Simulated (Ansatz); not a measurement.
# SnS2: the cost of one run

Computed with Ansatz 0.2.0 (DFT PBE, scalar-relativistic, plane waves, PAW, unless a step names another level, unless a step's input says otherwise).

1 further run of the same task is left out (it didn't finish).

**1. Starting point**

It takes space group P-3m1 (No. 164, trigonal). Conventional cell: a = 3.703 Å, b = 3.703 Å, c = 6.933 Å, α = 90.00°, β = 90.00°, γ = 120.00°. Around Sn (site symmetry -3m) lie 6 S at 2.60 Å. Around S (site symmetry 3m) lie 3 Sn at 2.60 Å.

Structure file:

```
Sn S
1.0
     3.70269    0.00000    0.00000
    -1.85135    3.20662    0.00000
     0.00000    0.00000    6.93274
Sn S
1 2
Direct
  0.00000 0.00000 0.00000
  0.66667 0.33333 0.21321
  0.33333 0.66667 0.78679
```

The cell was relaxed beforehand at this level, from a generated guess; it needn't be the stable form of this composition. At a tolerance of 0.02 Å it has space group P-3m1 (No. 164); it has 27.44 Å³/atom, an uncorrected energy of -0.38 eV/atom over the elements and, on its mesh, gap 1.54 eV.

**2. Strained cells: the elastic tensor**

input.yaml

```yaml
crystal:
  lattice:
    - [3.7023372407, 0.0, 0.0]
    - [-1.8511686203, 3.2063181039, 0.0]
    - [0.0, 0.0, 6.9814836344]
  atoms:
    - { symbol: Sn, position: [0.0, 0.0, 0.0] }
    - { symbol: S, position: [0.6666666667, 0.3333333333, 0.2117327842] }
    - { symbol: S, position: [0.3333333333, 0.6666666667, 0.7882672158] }
basis:
  ecutwfc: 420
kpoints:
  mp_grid: { grid: [12, 12, 4] }
hamiltonian:
  xc: pbe
scf:
  occupations: { method: fixed }
output:
  forces: true
  stress: true
  eigenvalues: true
elastic:
  mode: relaxed_ion
  stencil: two_point
```

The run is started by

```bash
$ ansatz run input.yaml --threads 1 --pin off --max-ram 2560MiB --backend cpu --events-out ev --progress --plain --runs-dir out
```

What time and memory should one allow on 1 thread of Intel Xeon at 2.70GHz, shared host?

About 3.6 min, with a peak of 0.54 GiB.
